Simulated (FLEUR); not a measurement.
# SnTe (Fm-3m) in FLEUR: band structure with PBE

Aim: the band structure of SnTe with PBE.

All numbers are computed with FLEUR MaX-R8.1 (later development tree); they aren't measurements. Logs are shortened: lines on timing, memory, paths and dates and some standing lists are left out, and cuts for length are marked.

**The experiment to reproduce.**

From a printed reference work, textbook, for a bulk crystal of SnTe at 300 K: band gap 0.18 eV (direct).

How close the calculation comes is told below.

**1. Starting point**

The structure is cubic, space group Fm-3m (No. 225). The conventional cell has a = 6.302 Å, b = 6.302 Å, c = 6.302 Å, α = 90.00°, β = 90.00°, γ = 90.00°. Te (site symmetry m-3m) is surrounded by 6 Sn at 3.15 Å. Sn (site symmetry m-3m) is surrounded by 6 Te at 3.15 Å.

**2. Band structure, PBE**

Contents of inp.xml:

```xml
<?xml version="1.0" encoding="UTF-8" standalone="no"?>
<fleurInput fleurInputVersion="0.39">
   <comment>
      SnTe                                                                                                
   </comment>
   <calculationSetup>
      <cutoffs Kmax="4.1" Gmax="12.7" GmaxXC="12.7" numbands="0"/>
      <scfLoop itmax="60" minDistance="0.00001" maxIterBroyd="15" imix="Anderson" alpha="0.05" precondParam="0.0" spinf="2.0" sdNocoIR="T"/>
      <coreElectrons ctail="T" frcor="F" kcrel="0" coretail_lmax="0"/>
      <xcFunctional name="pbe" relativisticCorrections="F"/>
      <magnetism jspins="1"/>
      <soc l_soc="F" theta="0.0" phi="0.0" spav="F"/>
      <expertModes spex="0" secvar="F"/>
      <geometryOptimization l_f="F" forcealpha="1.0" forcemix="BFGS" epsdisp="0.00001" epsforce="0.00001"/>
      <ldaU l_linMix="F" mixParam="0.05" spinf="1.0"/>
   </calculationSetup>
   <cell>
      <bzIntegration valenceElectrons="44.0" mode="hist" fermiSmearingEnergy="0.00183747">
         <kPointListSelection listName="default-1"/>
         <!-- k-points included here -->
         <xi:include xmlns:xi="http://www.w3.org/2001/XInclude" href="kpts.xml"> </xi:include>
      </bzIntegration>
      <!-- symmetry operations included here -->
      <xi:include xmlns:xi="http://www.w3.org/2001/XInclude" href="sym.xml"> </xi:include>
      <bulkLattice scale="1.0">
[... 33 lines left out ...]
         </electronConfig>
         <energyParameters s="5" p="5" d="4" f="4"/>
         <lo type="SCLO" l="0" n="4" eDeriv="0"/>
         <lo type="SCLO" l="1" n="4" eDeriv="0"/>
         <lo type="SCLO" l="1" n="4" eDeriv="1"/>
         <lo type="SCLO" l="2" n="4" eDeriv="2"/>
         <lo type="SCLO" l="3" n="4" eDeriv="2"/>
      </species>
   </atomSpecies>
   <atomGroups>
      <atomGroup species="Tellurium (Te)">
         <relPos label="                   1">1.000/2.000 1.000/2.000 1.000/2.000</relPos>
         <force calculate="T" relaxXYZ="TTT"/>
      </atomGroup>
      <atomGroup species="Tin (Sn)">
         <relPos label="                   2">.0000000000 .0000000000 .0000000000</relPos>
         <force calculate="T" relaxXYZ="TTT"/>
      </atomGroup>
   </atomGroups>
   <output dos="F" band="F" slice="F">
      <checks vchk="F" cdinf="F"/>
      <bandDOS minEnergy="-.5*Htr" maxEnergy="0.5*Htr" sigma="0.015" storeEVData="T"/>
      <vacuumDOS vacdos="F" integ="F" star="F" nstars="0" locx1="0.0" locy1="0.0" locx2="0.0" locy2="0.0" nstm="0" tworkf="0.0"/>
      <unfoldingBand unfoldBand="F" supercellX="1" supercellY="1" supercellZ="1"/>
      <plotting iplot="0" polar="F">
         <plot TwoD="T" vec1="  1.0  0.0  0.0" vec2="  0.0  1.0  0.0" vec3="  0.0  0.0  1.0" zero="  0.0  0.0  0.0" file="plot"/>
      </plotting>
      <chargeDensitySlicing numkpt="0" minEigenval="0.0" maxEigenval="0.0" nnne="0" pallst="F"/>
      <specialOutput eonly="F"/>
      <moessbauerParams electricFieldGradient="T" isomerShift="T" coreHyperfine="T" valenceHyperfine="T"/>
      <magneticCircularDichroism mcd="F" energyLo="-10.0" energyUp="0.0"/>
   </output>
  <!-- We include the file relax.xml here to enable relaxations (see documentation) -->
  <xi:include xmlns:xi="http://www.w3.org/2001/XInclude" href="relax.xml"> <xi:fallback/> </xi:include>
</fleurInput>
```

Contents of crystal.txt:

```
SnTe
&input cartesian=F /
0.0000000000  3.1508500000  3.1508500000
3.1508500000  0.0000000000  3.1508500000
3.1508500000  3.1508500000  0.0000000000
1.8897261246
1.0 1.0 1.0

2
52 0.5000000000  0.5000000000  0.5000000000
50 0.0000000000  0.0000000000  0.0000000000

&kpt div1=7 div2=7 div3=7 gamma=T /
```

Contents of inp.xml (bands):

```
<?xml version="1.0" encoding="UTF-8" standalone="no"?>
<fleurInput fleurInputVersion="0.39">
   <comment>
      SnTe                                                                                                
   </comment>
   <calculationSetup>
      <cutoffs Kmax="4.1" Gmax="12.7" GmaxXC="12.7" numbands="0"/>
      <scfLoop itmax="60" minDistance="0.00001" maxIterBroyd="15" imix="Anderson" alpha="0.05" precondParam="0.0" spinf="2.0" sdNocoIR="T"/>
      <coreElectrons ctail="T" frcor="F" kcrel="0" coretail_lmax="0"/>
      <xcFunctional name="pbe" relativisticCorrections="F"/>
      <magnetism jspins="1"/>
      <soc l_soc="F" theta="0.0" phi="0.0" spav="F"/>
      <expertModes spex="0" secvar="F"/>
      <geometryOptimization l_f="F" forcealpha="1.0" forcemix="BFGS" epsdisp="0.00001" epsforce="0.00001"/>
      <ldaU l_linMix="F" mixParam="0.05" spinf="1.0"/>
   </calculationSetup>
   <cell>
      <bzIntegration valenceElectrons="44.0" mode="hist" fermiSmearingEnergy="0.00183747">
         <kPointListSelection listName="path-1"/>
         <!-- k-points included here -->
         <xi:include xmlns:xi="http://www.w3.org/2001/XInclude" href="kpts.xml"> </xi:include>
      </bzIntegration>
      <!-- symmetry operations included here -->
      <xi:include xmlns:xi="http://www.w3.org/2001/XInclude" href="sym.xml"> </xi:include>
      <bulkLattice scale="1.0">
[... 33 lines left out ...]
         </electronConfig>
         <energyParameters s="5" p="5" d="4" f="4"/>
         <lo type="SCLO" l="0" n="4" eDeriv="0"/>
         <lo type="SCLO" l="1" n="4" eDeriv="0"/>
         <lo type="SCLO" l="1" n="4" eDeriv="1"/>
         <lo type="SCLO" l="2" n="4" eDeriv="2"/>
         <lo type="SCLO" l="3" n="4" eDeriv="2"/>
      </species>
   </atomSpecies>
   <atomGroups>
      <atomGroup species="Tellurium (Te)">
         <relPos label="                   1">1.000/2.000 1.000/2.000 1.000/2.000</relPos>
         <force calculate="T" relaxXYZ="TTT"/>
      </atomGroup>
      <atomGroup species="Tin (Sn)">
         <relPos label="                   2">.0000000000 .0000000000 .0000000000</relPos>
         <force calculate="T" relaxXYZ="TTT"/>
      </atomGroup>
   </atomGroups>
   <output dos="F" band="T" slice="F">
      <checks vchk="F" cdinf="F"/>
      <bandDOS minEnergy="-.5*Htr" maxEnergy="0.5*Htr" sigma="0.015" storeEVData="T"/>
      <vacuumDOS vacdos="F" integ="F" star="F" nstars="0" locx1="0.0" locy1="0.0" locx2="0.0" locy2="0.0" nstm="0" tworkf="0.0"/>
      <unfoldingBand unfoldBand="F" supercellX="1" supercellY="1" supercellZ="1"/>
      <plotting iplot="0" polar="F">
         <plot TwoD="T" vec1="  1.0  0.0  0.0" vec2="  0.0  1.0  0.0" vec3="  0.0  0.0  1.0" zero="  0.0  0.0  0.0" file="plot"/>
      </plotting>
      <chargeDensitySlicing numkpt="0" minEigenval="0.0" maxEigenval="0.0" nnne="0" pallst="F"/>
      <specialOutput eonly="F"/>
      <moessbauerParams electricFieldGradient="T" isomerShift="T" coreHyperfine="T" valenceHyperfine="T"/>
      <magneticCircularDichroism mcd="F" energyLo="-10.0" energyUp="0.0"/>
   </output>
  <!-- We include the file relax.xml here to enable relaxations (see documentation) -->
  <xi:include xmlns:xi="http://www.w3.org/2001/XInclude" href="relax.xml"> <xi:fallback/> </xi:include>
</fleurInput>
```

Potentials or basis: all-electron, FLAPW.

Run with:

```
$ inpgen -f crystal.txt -profile fastHighL
$ # inp.xml edited to the form shown
$ fleur_MPI
$ fleur_MPI   # second run, on inp.xml (bands)
```

The program printed:

```text
Welcome to FLEUR        (www.flapw.de)
      MaX-Release 8.1          (www.max-centre.eu)

 ========== k-point set info ==========
 Selected k-point list: default-1
 k-point list type: mesh
 7 x 7 x 7
 Number of k points: 20

 ------------Calculation Setup---------------------------
 Number of MPI-tasks      :            1
 Number of PE/node        :            1
 Number of OMP-threads    :            1
 Most efficient MPI parallelization for:
           1           2           4           5          10          20
 Additional eigenvalue parallelization possible
 Number of basis functions:          615
 Approximate size of matrices (H+S) per k-point:         0.006 GB
 --------------------------------------------------------
 Iteration:     1   Distance:       4.58570236 me/bohr^3
 Iteration:     2   Distance:       4.28963995 me/bohr^3
 Iteration:     3   Distance:       1.79561125 me/bohr^3
 Iteration:     4   Distance:       0.64335635 me/bohr^3
 Iteration:     5   Distance:       0.50988436 me/bohr^3
 Iteration:     6   Distance:       0.05742502 me/bohr^3
 Iteration:     7   Distance:       0.04514241 me/bohr^3
 Iteration:     8   Distance:       0.01055059 me/bohr^3
 Iteration:     9   Distance:       0.00326335 me/bohr^3
 Iteration:    10   Distance:       0.00350981 me/bohr^3
 Iteration:    11   Distance:       0.00030856 me/bohr^3
 Iteration:    12   Distance:       0.00004084 me/bohr^3
 Iteration:    13   Distance:       0.00003637 me/bohr^3
 Iteration:    14   Distance:       0.00000404 me/bohr^3

 ********************************************************************
 Run finished successfully
 Stop message:
   all done
 ********************************************************************
```

output (bands):

```text
Welcome to FLEUR        (www.flapw.de)
      MaX-Release 8.1          (www.max-centre.eu)

 ========== k-point set info ==========
 Selected k-point list: path-1
 k-point list type: path
 Number of k points: 60

 ------------Calculation Setup---------------------------
 Number of MPI-tasks      :            1
 Number of PE/node        :            1
 Number of OMP-threads    :            1
 Most efficient MPI parallelization for:
           1           2           3           4           5           6          10          12          15          20          30          60
 Additional eigenvalue parallelization possible
 Number of basis functions:          615
 Approximate size of matrices (H+S) per k-point:         0.006 GB
 --------------------------------------------------------
 Fermi energy correction for metals:
 Fermi energy in bands.* files may not be consistent with last density.
 Please correct it manually (e.g. in band.gnu file).

 Note: Band structure data (together with different weights) is also stored in the banddos.hdf file.
       A convenient way of extracting and plotting the data from that file is by making use of the

 ********************************************************************
 Run finished successfully
 Stop message:
   Charge density postprocessing done.
 ********************************************************************
```

out.xml (last iteration):

```text
<iteration numberForCurrentRun="   14" overallNumber="   14">
         <energyParameters units="Htr">
            <atomicEP atomType="1" spin="1" branch="5s" branchLowest="-5.61" branchHighest="0.30" value="-0.1709330041"/>
            <atomicEP atomType="1" spin="1" branch="5p" branchLowest="-3.78" branchHighest="0.93" value="0.1270979040"/>
            <atomicEP atomType="1" spin="1" branch="5d" branchLowest="-1.09" branchHighest="2.02" value="0.3738547084"/>
            <atomicEP atomType="1" spin="1" branch="4f" branchLowest="-9.99" branchHighest="1.53" value="0.5320558241"/>
            <loAtomicEP atomType="1" spin="1" branch="4p" branchLowest="-29.09" branchHighest="-3.78" value="-3.7883337372"/>
            <loAtomicEP atomType="1" spin="1" branch="4p" branchLowest="-29.09" branchHighest="-3.78" value="-3.7883337372"/>
            <loAtomicEP atomType="1" spin="1" branch="4d" branchLowest="-20.14" branchHighest="-1.09" value="-1.1034936218"/>
            <loAtomicEP atomType="1" spin="1" branch="4d" branchLowest="-20.14" branchHighest="-1.09" value="-1.1034936218"/>
            <loAtomicEP atomType="1" spin="1" branch="5s" branchLowest="-5.61" branchHighest="0.30" value="-0.1709330041"/>
            <loAtomicEP atomType="1" spin="1" branch="4f" branchLowest="-9.99" branchHighest="1.53" value="0.5320559924"/>
            <atomicEP atomType="2" spin="1" branch="5s" branchLowest="-4.52" branchHighest="0.63" value="-0.0275803061"/>
            <atomicEP atomType="2" spin="1" branch="5p" branchLowest="-2.89" branchHighest="1.24" value="0.1965547673"/>
            <atomicEP atomType="2" spin="1" branch="4d" branchLowest="-16.98" branchHighest="-0.52" value="-0.5343410496"/>
            <atomicEP atomType="2" spin="1" branch="4f" branchLowest="-9.99" branchHighest="1.77" value="0.5534588393"/>
            <loAtomicEP atomType="2" spin="1" branch="4s" branchLowest="-30.64" branchHighest="-4.52" value="-4.5178832335"/>
            <loAtomicEP atomType="2" spin="1" branch="4p" branchLowest="-25.25" branchHighest="-2.89" value="-2.9011040515"/>
            <loAtomicEP atomType="2" spin="1" branch="4p" branchLowest="-25.25" branchHighest="-2.89" value="-2.9011040515"/>
            <loAtomicEP atomType="2" spin="1" branch="4d" branchLowest="-16.98" branchHighest="-0.52" value="-0.5470600502"/>
            <loAtomicEP atomType="2" spin="1" branch="4f" branchLowest="-9.99" branchHighest="1.77" value="0.5534606071"/>
         </energyParameters>
         <eigenvalues>
            <eigenvaluesAt spin="1" ikpt="1" k_x="0.00000000" k_y="0.00000000" k_z="0.00000000">
                      -4.5178821919       -3.7767798340       -3.7767798340       -3.7767798340       -2.8926483301
                      -2.8926483301       -2.8926483301       -1.1067214361       -1.1067214361       -1.1065774661
                      -1.1065774661       -1.1065774661       -0.5492821564       -0.5492821564       -0.5491050715
                      -0.5491050715       -0.5491050715       -0.2145687004        0.0841222799        0.1772897185
                       0.1772897185        0.1772897185        0.3793569540        0.3793569540        0.3793569540
                       0.4318615273        0.4318615273        0.4318615273        0.5066247828        0.5108553068
                       0.5108553068        0.5506712599        0.9264672662        0.9264672662
            </eigenvaluesAt>
            <eigenvaluesAt spin="1" ikpt="2" k_x="0.00000000" k_y="0.00000000" k_z="0.14285714">
                      -4.5178821849       -3.7767797946       -3.7767797906       -3.7767797906       -2.8926483628
                      -2.8926482836       -2.8926482836       -1.1067190054       -1.1067190054       -1.1065741468
                      -1.1065720962       -1.1065720962       -0.5493174694       -0.5493174694       -0.5490932817
[... 64 lines left out ...]
               <shell n="1" l="0" isomerShift="201660.31592"/>
               <shell n="2" l="0" isomerShift="24008.82333"/>
               <shell n="2" l="1" isomerShift="632.51286"/>
               <shell n="3" l="0" isomerShift="4745.13724"/>
               <shell n="3" l="1" isomerShift="135.56135"/>
               <shell n="4" l="0" isomerShift="996.04314"/>
               <shell n="3" l="2" isomerShift="0.00003"/>
            </coreIsomerShift>
            <coreIsomerShift atomType="2" isTotal="193625.68521">
               <shell n="1" l="0" isomerShift="169345.40214"/>
               <shell n="2" l="0" isomerShift="19846.82851"/>
               <shell n="2" l="1" isomerShift="477.90645"/>
               <shell n="3" l="0" isomerShift="3855.31083"/>
               <shell n="3" l="1" isomerShift="100.23727"/>
               <shell n="3" l="2" isomerShift="0.00002"/>
            </coreIsomerShift>
            <isomerShift atomType="1" nucleusRadius="0.0001189" averageDensity="232296.84091"/>
            <isomerShift atomType="2" nucleusRadius="0.0001161" averageDensity="194483.38425"/>
            <electricFieldGradient atomType="1" VXX="0.00000" VYY="0.00000" VZZ="0.00000" asymParam="0.00000">
            </electricFieldGradient>
            <electricFieldGradient atomType="2" VXX="0.00000" VYY="0.00000" VZZ="0.00000" asymParam="0.00000">
            </electricFieldGradient>
         </moessbauerParams>
         <totalEnergy                                    value="   -12975.9487925152" units="Htr">
            <sumOfEigenvalues                            value="    -7857.3577012239">
               <coreElectrons value="-7792.3103490237"/>
               <valenceElectrons value="-65.0473522002"/>
            </sumOfEigenvalues>
            <densityCoulombPotentialIntegral value="-21103.7784918156"/>
            <densityEffectivePotentialIntegral value="-21549.5247267311"/>
            <chargeDenXCDenIntegral value="-341.5228092069"/>
            <FockExchangeEnergyValence value="0.0000000000"/>
            <FockExchangeEnergyCore value="0.0000000000"/>
            <atomTypeDependentContributions atomType="1">
               <electronNucleiInteractionDifferentMTs value="8241.5579777994"/>
               <MadelungTerm value="-24.1486325319"/>
            </atomTypeDependentContributions>
            <atomTypeDependentContributions atomType="2">
               <electronNucleiInteractionDifferentMTs value="7486.0835557103"/>
               <MadelungTerm value="-22.9135968660"/>
            </atomTypeDependentContributions>
            <tkbTimesEntropy value="0.0000022184"/>
            <freeEnergy value="-12975.9487947336"/>
            <extrapolationTo0K value="-12975.9487936244"/>
         </totalEnergy>
         <densityConvergence units="me/bohr^3">
            <chargeDensity spin="1" distance="0.0000040448"/>
         </densityConvergence>
      </iteration>
```

Wall time 64 s (1 thread of Intel Xeon Platinum 8259CL at 2.50GHz (Skylake/Cascade Lake), shared host); peak memory 0.07 GiB.

What came out:

```
Free energy                                           : -353093.5546 eV
Band gap along the path                               : 0.10 eV, direct
Valence electrons inside the program's atomic spheres : Te 20.14; Sn 20.12 (radii Te 2.66, Sn 2.66 bohr)
```

Levels at the corners of the path, in eV from the Fermi level:
| point | band 19 | band 20 | band 21 | band 22 | band 23 | band 24 | band 25 | band 26 |
| --- | --- | --- | --- | --- | --- | --- | --- | --- |
| Γ | -4.76 | -2.23 | -2.23 | -2.23 | 3.27 | 3.27 | 3.27 | 4.70 |
| X | -6.55 | -5.66 | -3.82 | -3.82 | 2.10 | 4.85 | 4.85 | 6.31 |
| W | -7.45 | -4.91 | -4.91 | -0.90 | 0.77 | 4.55 | 4.55 | 6.00 |
| K | -7.50 | -5.26 | -3.33 | -2.79 | 2.95 | 3.01 | 4.13 | 5.48 |
| Γ | -4.76 | -2.23 | -2.23 | -2.23 | 3.27 | 3.27 | 3.27 | 4.70 |
| L | -8.42 | -1.89 | -1.89 | -0.07 | 0.03 | 0.29 | 0.29 | 7.70 |
| U | -7.50 | -5.26 | -3.33 | -2.79 | 2.95 | 3.01 | 4.13 | 5.48 |
| W | -7.45 | -4.91 | -4.91 | -0.90 | 0.77 | 4.55 | 4.55 | 6.00 |
| L | -8.42 | -1.89 | -1.89 | -0.07 | 0.03 | 0.29 | 0.29 | 7.70 |
| K | -7.50 | -5.26 | -3.33 | -2.79 | 2.95 | 3.01 | 4.13 | 5.48 |
| U | -7.50 | -5.26 | -3.33 | -2.79 | 2.95 | 3.01 | 4.13 | 5.48 |
| X | -6.55 | -5.66 | -3.82 | -3.82 | 2.10 | 4.85 | 4.85 | 6.31 |

Core levels (eV from the Fermi level):
```
atom                                                                                                                                           levels
1 Te  1s1/2 -31603.2, 2s1/2 -4841.2, 2p1/2 -4535.4, 2p3/2 -4260.9, 3s1/2 -959.9, 3p1/2 -834.3, 3p3/2 -783.1, 4s1/2 -159.8, 3d3/2 -561.5, 3d5/2 -550.8
2 Sn                1s1/2 -28991.9, 2s1/2 -4372.3, 2p1/2 -4083.8, 2p3/2 -3853.1, 3s1/2 -840.7, 3p1/2 -723.5, 3p3/2 -681.4, 3d3/2 -474.4, 3d5/2 -465.7
```

Caveat: this odd mesh misses L, where the gap lies, so gap, dielectric constants and Born charges aren't listed; spin-orbit coupling is left out, which moves the levels of the heavy elements.

**3. Comparison with measurements**

Step 2. Measured gap of SnTe: 0.18 eV (direct; 300 K; a printed reference work, textbook). This calculation gives 0.10 eV (-0.08 eV). Spin-orbit coupling on Sn, Te is left out. The value is that of PBE, without temperature or zero-point motion. Semilocal functionals fall short of measured gaps as a rule.
